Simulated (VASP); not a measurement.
# How uniaxial stress along [0001] changes CdS (P6_3mc)

Strain engineering needs slopes: what does uniaxial stress along [0001] do to the lattice and the band edges of CdS?

Calculated with VASP 6.6.1; LDA; plane waves and PAW (Cd, S); cell typed or built by script, in the first sound run; inputs show where later runs differ.

Most raw output is cut from this account.

**1. The starting structure**

Symmetry: P6_3mc, No. 186, hexagonal system. Conventional cell: a = 4.136 Å, b = 4.136 Å, c = 6.714 Å, α = 90.00°, β = 90.00°, γ = 120.00°. Nearest to Cd lie 4 S at 2.53 Å. Nearest to S lie 4 Cd at 2.53 Å. Farther neighbours and most contacts between anions are not listed.

Coordinates:

```xyz
4
Lattice="4.1360 0.0000 0.0000 -2.0680 3.5819 0.0000 0.0000 0.0000 6.7140" Properties=species:S:1:pos:R:3 pbc="T T T"
Cd    0.0000    2.3879    0.0000
Cd    2.0680    1.1940    3.3570
S     0.0000    2.3879    2.5312
S     2.0680    1.1940    5.8882
```

**2. Relax the crystal, LDA**

The series starts from the cell that this level prefers, so that zero strain is near zero stress.

This step took 2 runs in a row; the last is shown.

Level: LDA; plane waves and PAW (Cd, S); cell typed or built by script.

INCAR reads:

```
SYSTEM = CdS
PREC = Accurate
ENCUT = 450
EDIFF = 1E-07
NELM = 120
ISMEAR = 0
SIGMA = 0.02
LREAL = .FALSE.
ALGO = Normal
GGA = CA
NBANDS = 24
LASPH = .TRUE.
LORBIT = 11
LWAVE = .FALSE.
LCHARG = .FALSE.
KPAR = 16
IBRION = 2
NSW = 40
ISIF = 3
EDIFFG = -0.005
POTIM = 0.4
```

POSCAR reads:

```
CdS
1.0
    4.0827800343      0.0000000000      0.0000000000
   -2.0413900172      3.5357912277      0.0000000000
    0.0000000000      0.0000000000      6.6517955812
Cd S
2 2
Direct
    0.3333333333      0.6666666667      0.0004020699
    0.6666666667      0.3333333333      0.5004020699
    0.3333333333      0.6666666667      0.3765979301
    0.6666666667      0.3333333333      0.8765979301
```

KPOINTS reads:

```
Automatic mesh
0
Gamma
8 8 5
0 0 0
```

Potentials, in the order of the species: Cd and S (LDA family, release 64).

Launch:

```console
$ mpirun -np 16 vasp_std
```

The job ended after 16 s (16 MPI ranks of AMD EPYC 7R43, shared host; peak memory 3.1 GiB).

This run gave:

| Quantity | Value |
| --- | --- |
| energy(sigma→0) of the program | -14.8173 eV |
| stress, compression positive | xx, yy, zz 0.01, 0.01, 0.01 GPa |
| volume | 95.959 Å³ |
| ionic steps | 2 |

**3. Strain across the axis, LDA**

One member in full: the axis is strained by -2 %, and the two directions across it are strained alike until their mean stress is under 0.012 GPa or five steps are spent.

This step took 3 runs, each at a new trial strain with the atoms of the one before; the last is shown.

Level: LDA; plane waves and PAW (Cd, S); cell typed or built by script.

INCAR: that of step 2 with these lines changed.

```diff
@@ -15,7 +15,7 @@
 LCHARG = .FALSE.
-KPAR = 16
-IBRION = 2
-NSW = 40
-ISIF = 3
-EDIFFG = -0.005
-POTIM = 0.4
+KPAR = 4
+IBRION = 1
+NSW = 25
+ISIF = 2
+EDIFFG = -0.004
+POTIM = 0.3
```

POSCAR reads:

```
CdS
1.0
    4.1097533500      0.0000000000      0.0000000000
   -2.0548766750      3.5591508040      0.0000000000
    0.0000000000      0.0000000000      6.5170813070
Cd S
2 2
Direct
    0.3333333333      0.6666666667      0.9968362434
    0.6666666667      0.3333333333      0.4968362434
    0.3333333333      0.6666666667      0.3801637566
    0.6666666667      0.3333333333      0.8801637566
```

KPOINTS is that of step 2.

Launch:

```console
$ mpirun -np 4 vasp_std
```

The job ended after 45 s (4 MPI ranks; peak memory 0.62 GiB).

Read from the output:

* energy(sigma→0) of the program: -14.8082 eV
* stress, compression positive: xx, yy, zz 0.00, 0.00, 1.34 GPa
* ionic steps: 3

**4. Band edges, HSE06**

Short lines in KPOINTS_OPT sample the zone centre along and across the axis, for masses, and the other valleys.

Level: HSE06; plane waves and PAW (Cd, S); cell typed or built by script.

INCAR reads:

```
SYSTEM = CdS
PREC = Accurate
ENCUT = 450
EDIFF = 1E-06
NELM = 100
ISMEAR = 0
SIGMA = 0.02
LREAL = .FALSE.
ALGO = Normal
LHFCALC = .TRUE.
AEXX = 0.25
GGA = PE
HFSCREEN = 0.2
LASPH = .TRUE.
NBANDS = 23
PRECFOCK = Fast
LWAVE = .FALSE.
LCHARG = .FALSE.
KPAR = 4
```

POSCAR reads:

```
CdS
1.0
    4.1097533500      0.0000000000      0.0000000000
   -2.0548766750      3.5591508040      0.0000000000
    0.0000000000      0.0000000000      6.5170813070
Cd S
2 2
Direct
    0.3333333333      0.6666666667      0.9970770513
    0.6666666667      0.3333333333      0.4970770513
    0.3333333333      0.6666666667      0.3799229487
    0.6666666667      0.3333333333      0.8799229487
```

KPOINTS reads:

```
Automatic mesh
0
Gamma
4 4 3
0 0 0
```

KPOINTS_OPT reads:

```
Line mode
6
Line-mode
Reciprocal
  0.00000000   0.00000000   0.00000000
  0.00000000   0.00000000   0.05186129

  0.00000000   0.00000000   0.00000000
 -0.03270438   0.01635219   0.00000000

  0.50000000   0.00000000   0.00000000
  0.50000000   0.00000000   0.50000000

  0.33333333   0.33333333   0.00000000
  0.33333333   0.33333333   0.50000000
```

Launch:

```console
$ mpirun -np 4 vasp_std
```

The job ended after 13 min (4 MPI ranks; peak memory 1.1 GiB; 34 min of CPU time).

Read from the output:

| Property | Result |
| --- | --- |
| energy(sigma→0) of the program | -15.2035 eV |

**5. The whole series**

Hybrid runs start from orbitals of a short LDA run, not shown.

Runs beyond LDA use the data sets made with LDA; this shifts their levels slightly, and their total energies have another zero.

The other members went through these steps as far as the tables show, with the same cutoff and, step by step, the same mesh; 43 runs are not shown. The session took 8.7 core hours (wall time by ranks) on a shared machine.

| strain along the axis (%) | strain across the axis (%) | stress along the axis, tension positive (GPa) | energy above the unstrained row (meV/atom) | gap on the mesh, LDA (eV) |
| --- | --- | --- | --- | --- |
| -2.000 | 0.682 | -1.343 | 2.267 | 1.085 |
| -1.500 | 0.511 | -1.023 | 1.319 | 1.088 |
| -1.000 | 0.338 | -0.698 | 0.631 | 1.074 |
| -0.500 | 0.170 | -0.350 | 0.180 | 1.059 |
| 0 | 0.000 | -0.011 | 0.000 | 1.043 |
| 0.500 | -0.173 | 0.313 | 0.083 | 1.025 |
| 1.000 | -0.334 | 0.698 | 0.421 | 1.007 |
| 1.500 | -0.495 | 1.071 | 1.017 | 0.988 |
| 2.000 | -0.659 | 1.445 | 1.904 | 0.968 |

Slopes at zero strain, from cubics through all rows: strain ratio -0.337, stress over strain 69 GPa.

Band edges at HSE06, counted from the valence-band top at Γ, with one row partly withheld:

| strain along the axis (%) | gap (eV) | conduction band at Γ (eV) | lowest conduction level on M–L (eV) | second valence level below the top (eV) | third valence level below the top (eV) |
| --- | --- | --- | --- | --- | --- |
| -2.000 | 2.403 | 2.404 | 4.407 | 0.029 | 0.029 |
| -1.500 | 2.406 | 2.406 | 4.403 | 0.012 | 0.012 |
| -1.000 | 2.403 | 2.404 | 4.394 | 0.000 | 0.006 |
| -0.500 | ? | ? | 4.372 | 0.000 | 0.026 |
| 0 | 2.369 | 2.370 | 4.348 | 0.000 | 0.047 |
| 0.500 | 2.351 | 2.351 | 4.324 | 0.000 | 0.070 |
| 1.000 | 2.331 | 2.332 | 4.300 | 0.000 | 0.093 |
| 1.500 | 2.310 | 2.310 | 4.274 | 0.000 | 0.118 |
| 2.000 | 2.288 | 2.288 | 4.249 | 0.000 | 0.144 |

Conduction masses, in electron masses:

| strain along the axis (%) | conduction mass at Γ, along the strain axis or the normal of the plane | conduction mass at Γ, across the strain axis or in the plane |
| --- | --- | --- |
| -2.000 | 0.172 | 0.177 |
| -1.500 | 0.170 | 0.178 |
| -1.000 | 0.168 | 0.179 |
| -0.500 | 0.166 | 0.180 |
| 0 | 0.164 | 0.179 |
| 0.500 | 0.161 | 0.181 |
| 1.000 | 0.160 | 0.182 |
| 1.500 | 0.157 | 0.182 |
| 2.000 | 0.155 | 0.184 |

**6. Working out the slope**

The quantity to fit is the conduction level at Γ above the mean of the three top valence levels at HSE06: 2.423, 2.415, 2.406, 2.385, 2.375, 2.363, 2.350, 2.336 eV in the rows shown.

A least-squares parabola through the 8 rows shown, with e the strain in %: E = − 0.001451 e² − 0.02166 e + 2.386 (eV), r.m.s. residual 1.1e-4 eV.

At e = -0.5 this predicts 2.3960 eV.

**7. The withheld row**

The calculation gives 2.3959 eV, so the prediction is 0.0001 eV too high.

**8. What came out**

| Quantity | Value |
| --- | --- |
| Poisson ratio | 0.337 |
| Young's modulus along the axis | 69 GPa |
| gap of the unstrained cell, HSE06 | 2.37 eV |
| slope at zero strain of the conduction level at Γ above the mean of the three top valence levels, HSE06 | -22 meV per % |
| error of the predicted row | 0.1 meV |

**Reading.** As a check, the curvature of the energy gives 69 GPa for the same modulus (energy per volume = E/2 × strain²), 0 % from the slope of the stress. At HSE06 the lowest conduction valley is Γ throughout, and the gap runs between 2.29 and 2.41 eV. Hole masses are left out throughout, since the top bands are degenerate or cross in many series; of conduction masses, those of the Γ, L and (for Si and Ge under (001) strain) Δ valleys are kept where they change by under an eighth between rows. HSE06 ran on a coarser mesh than the semilocal levels. Spin-orbit coupling is left out at HSE06, so the valence splittings there lack it. Temperature, zero-point motion and excitons are left out.

[Lines on the potential files, build, host, timing and source positions are cut from VASP's logs without a mark.]

[Logs are printed without paths, hosts, clocks, repeated set-up lines and the standing remarks that a program may print on its own settings, such as how far it seeks lower states.]

[Hosts, paths, dates, database ids (printed as entryN), source tags and the programs' standing remarks are cut or masked in the printed files.]

[In band tables of VASP the shares of atoms and orbitals are scaled to a sum of 1 inside the atoms' spheres.]
